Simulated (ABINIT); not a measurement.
## TaN in ABINIT: the effect of target pressure

TaN:

```
Ta N
1.0
     2.93800    0.00000    0.00000
    -1.46900    2.54438    0.00000
     0.00000    0.00000    2.88300
Ta N
1 1
Direct
  0.00000 0.00000 0.50000
  0.66667 0.33333 0.00000
```

Alike in all runs:

- Program: ABINIT 10.8.3 (patched build)
- Task: relaxation of cell and atoms
- Functional: PBEsol
- Potentials or basis: JTH PAW PBE v2.0
- Cutoff: 707 eV
- k mesh: 10 × 10 × 9
- Occupations: fermi-dirac, width 0.05 eV
- Spin: no spin polarisation

Each run relaxes the cell or the atoms first.

| target pressure | relaxed volume (Å³/atom) |
| --- | --- |
| 0 GPa | 10.64 |
| 10 GPa | ? |
| 20 GPa | 10.12 |

**Question.** What does the run with target pressure 10 GPa give?

**Answer.** Relaxed volume 10.37 Å³/atom.

Caveats: the PAW data sets were made with another functional, which shifts forces and pressure a little.
